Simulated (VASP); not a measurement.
A run of VASP 6.6.1 is set up as follows.

File INCAR:

```
SYSTEM = AlRu
PREC = Accurate ; ENCUT = 520
EDIFF = 1E-7 ; ISMEAR = -1
SIGMA = 0.05 ; LREAL = .FALSE.
LASPH = .TRUE. ; NELM = 60
ALGO = Fast ; ISIF = 2
LWAVE = .FALSE. ; LCHARG = .FALSE.
LDIPOL = .TRUE. ; IDIPOL = 3
DIPOL = 0.5 0.5 0.500 ; GGA = PE
IVDW = 12 ; IBRION = 2
NSW = 40 ; EDIFFG = -0.01
```

The input KPOINTS:

```
regular mesh
0
G
  7 7 1
  0 0 0
```

POSCAR

```
AlRu
1.0
    2.9916000000      0.0000000000      0.0000000000
    0.0000000000      2.9916000000      0.0000000000
    0.0000000000      0.0000000000     25.4706000000
Ru Al
4 4
Selective dynamics
Direct
    0.5000000000      0.5000000000      0.2944571388  F F F
    0.5000000000      0.5000000000      0.4119102024  F F F
    0.5000000000      0.5000000000      0.5293632659  T T T
    0.5000000000      0.5000000000      0.6468163294  T T T
    0.0000000000      0.0000000000      0.3531836706  F F F
    0.0000000000      0.0000000000      0.4706367341  F F F
    0.0000000000      0.0000000000      0.5880897976  T T T
    0.0000000000      0.0000000000      0.7055428612  T T T
```

Potentials or basis: VASP PAW PBE potentials, release 64 (Ru_pv, Al).

Command:

```bash
$ cat potpaw_PBE.64/Ru_pv/POTCAR potpaw_PBE.64/Al/POTCAR > POTCAR
$ mpirun -np 1 vasp_std > vasp.out
```

Predict the dispersion energy per atom.

-0.417 eV.

Estimate the band gap on the k mesh.

none (metal or under the smearing width).

What does it give for the energy gained by relaxing?

24.0 meV/atom.

Step by step:
```tsv
step	energy change (eV)	largest force (eV/Å)	pressure (GPa)
1	0.0000	1.3627	-3.88
2	-0.1324	0.8153	-3.52
3	-0.1602	0.8247	-3.14
4	-0.1693	0.8257	-2.99
5	-0.1750	0.8271	-2.73
6	-0.1788	0.8258	-2.68
7	-0.1836	0.8217	-2.50
8	-0.1861	0.8217	-2.43
9	-0.1907	0.8218	-2.22
10	-0.1864	0.8212	-1.77
11	-0.1913	0.8218	-2.11
12	-0.1913	0.8215	-2.10
13	-0.1915	0.8220	-2.08
14	-0.1916	0.8222	-2.05
15	-0.1916	0.8222	-2.05
```
